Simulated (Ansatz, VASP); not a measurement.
## Two plane-wave programs on CaO

The input POSCAR:

```
CaO
1.0
    2.3719906460      2.3719906460      0.0000000000
   -2.3719906460      2.3719906460      0.0000000000
    0.0000000000      2.3719906460      2.3719906460
Ca O
1 1
Direct
    0.0000000000      0.0000000000      0.0000000000
    0.5000000000      0.5000000000      0.0000000000
```

File INCAR.step1:

```
SYSTEM = CaO
ALGO = Normal
EDIFF = 1E-4
ENCUT = 520
GGA = PE
ISMEAR = 0
LASPH = .TRUE.
LCHARG = .FALSE.
LREAL = .FALSE.
LWAVE = .TRUE.
NBANDS = 15
NELM = 60
PREC = Accurate
SIGMA = 0.01
```

The input INCAR.step2:

```
SYSTEM = CaO
ALGO = Normal
EDIFF = 1E-7
ENCUT = 520
ISIF = 2
ISMEAR = 0
ISTART = 1
LASPH = .TRUE.
LCHARG = .FALSE.
LMIXTAU = .TRUE.
LREAL = .FALSE.
LWAVE = .FALSE.
METAGGA = R2SCAN
NBANDS = 15
NELM = 60
PREC = Accurate
SIGMA = 0.01
```

Contents of KPOINTS:

```
k-points
0
G
  8 8 8
  0 0 0
```

Input for Ansatz:

```yaml
crystal:
  lattice:
    - [2.37199064595, 2.37199064595, 0.0]
    - [-2.37199064595, 2.37199064595, 0.0]
    - [0.0, 2.37199064595, 2.37199064595]
  atoms:
    - { symbol: Ca, position: [0.0, 0.0, 0.0] }
    - { symbol: O, position: [0.5, 0.5, 0.0] }
kpoints:
  mp_grid: { grid: [8, 8, 8] }
scf:
  occupations: { method: fixed }
  convergence: { dr2_threshold: 1.0e-10 }
hamiltonian:
  xc: r2scan
  pseudopotentials: { kind: paw }
output:
  forces: true
  stress: true
  eigenstates:
    kpoints:
      - [0.0, 0.0, 0.0]
      - [-0.5, 0.5, 0.0]
      - [-0.5, -0.5, -0.5]
      - [0.0, 0.0, -0.5]
      - [0.0, -0.5, -0.5]
      - [0.0, 0.5, 0.0]
      - [-0.5, 0.0, 0.0]
      - [-0.5, 0.0, -0.5]
  eigenvalues: true
```

Alike in both runs: task single point; functional r2SCAN; k mesh 8 × 8 × 8; no spin polarisation.

|  | VASP | Ansatz |
| --- | --- | --- |
| version | VASP 6.6.1 | Ansatz 0.2.0 |
| potentials or method | VASP PAW PBE potentials, release 64 (Ca_sv, O) | PAW with Ansatz's default frozen-core files, scalar-relativistic |
| plane-wave cutoff (eV) | 520 | 500 |
| occupations | gaussian, width 0.01 eV | fixed |
| valence electrons in the cell | 16 | 16 |

|  | VASP | Ansatz | Ansatz less VASP |
| --- | --- | --- | --- |
| gap on the k mesh at the Fermi level (eV) | 4.17 | 4.19 | +0.014 |
| pressure (GPa) | 5.2 | 4.0 | -1.23 |

Caveats: the PAW data sets were made with another functional, which shifts forces and pressure a little (VASP). r2SCAN opens gaps a little over a GGA but as a rule still falls short of measured ones. A k mesh can miss the band edges.
